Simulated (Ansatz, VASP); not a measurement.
# One calculation of KBr, two programs

```
Br K
1.0
     0.00000    3.25540    3.25540
     3.25540    0.00000    3.25540
     3.25540    3.25540    0.00000
Br K
1 1
Direct
  0.50000 0.50000 0.50000
  0.00000 0.00000 0.00000
```

Alike in both runs: task single point; functional PBE; dispersion D3(BJ); k mesh 7 × 7 × 7; occupations fermi-dirac, width 0.05 eV; no spin polarisation.

|  | VASP | Ansatz |
| --- | --- | --- |
| version | VASP 6.6.1 | Ansatz 0.2.0 |
| potentials or method | VASP PAW PBE potentials, release 64 (Br, K_sv) | Ansatz PAW |
| plane-wave cutoff (eV) | 520 | 420 |
| valence electrons in the cell | 16 | 16 |

```csv
,VASP,Ansatz,Ansatz less VASP
gap on the k mesh at the Fermi level (eV),4.55,4.55,+0.002
least direct gap on the mesh (eV),4.55,4.55,+0.002
pressure (GPa),0.5,0.4,-0.05
dispersion energy (meV/atom),-215.7,-215.8,-0.07
```

Caveats: odd divisions of the mesh miss points on the zone boundary, where band edges often lie, so the gap on the mesh can be too wide (Ansatz). A hybrid or GW would open this gap; PBE tends to underestimate it.
